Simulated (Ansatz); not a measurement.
## Random displacements in C

These are results of Ansatz, DFT LDA, scalar-relativistic, plane waves, PAW, not measurements. Settings: plane waves to 420 eV, k-mesh 8×8×8 (Γ-centred), Gaussian smearing 0.05 eV. No spin polarisation. Energies are free energies at this smearing, counted from the undisturbed cell; pressure is positive in compression.

The starting cell (relaxed at this level):

```yaml
crystal:
  lattice:
    - [1.39167, 2.44487, -3.33730]
    - [1.39167, -2.44487, -3.33730]
    - [-2.84293, 0.00000, -3.31411]
  atoms:
    - { symbol: C, position: [0.91662, 0.41662, 0.66662] }
    - { symbol: C, position: [0.41662, 0.91662, 0.66662] }
    - { symbol: C, position: [0.91662, 0.91662, 0.16662] }
    - { symbol: C, position: [0.41662, 0.41662, 0.16662] }
    - { symbol: C, position: [0.08338, 0.58338, 0.33338] }
    - { symbol: C, position: [0.58338, 0.08338, 0.33338] }
    - { symbol: C, position: [0.08338, 0.08338, 0.83338] }
    - { symbol: C, position: [0.58338, 0.58338, 0.83338] }
```

The cell holds layers and no dispersion correction was added, so their binding is poorly described.

The atoms are displaced (Å, in the unstrained cell):

```tsv
atom	ux	uy	uz
C1	-0.006	-0.081	-0.167
C2	-0.001	0.253	0.220
C3	-0.085	-0.081	-0.145
C4	-0.020	0.177	-0.082
C5	-0.171	-0.251	-0.301
C6	0.065	-0.035	0.219
C7	0.246	0.005	-0.124
C8	-0.028	0.012	0.380
```

Strain (Voigt, engineering shear): (0.0696, -0.0613, 0.0534, -0.0053, -0.1252, 0.1359).

(1) What are the energy change, the stress and the forces?

Answers

(1) ΔE = 1688.5 meV/atom; stress (xx, yy, zz, yz, xz, xy; compression positive) (10.47, 107.01, -2.75, 8.82, -10.79, -79.53) GPa; gap on the mesh 0.23 eV.
| atom | Fx (eV/Å) | Fy | Fz |
| --- | --- | --- | --- |
| C1 | -0.58 | -1.12 | 2.25 |
| C2 | 10.27 | -20.46 | -3.97 |
| C3 | 8.49 | -2.57 | 2.78 |
| C4 | 7.53 | -17.57 | -2.43 |
| C5 | 0.62 | 9.30 | -0.58 |
| C6 | -10.70 | 12.95 | 3.06 |
| C7 | -6.80 | 6.15 | 1.65 |
| C8 | -8.82 | 13.32 | -2.76 |

Cost: 1 run of about 0.33 core-minutes, on Oxide Virtual Turin-like Processor (Zen 5) (shared hosts).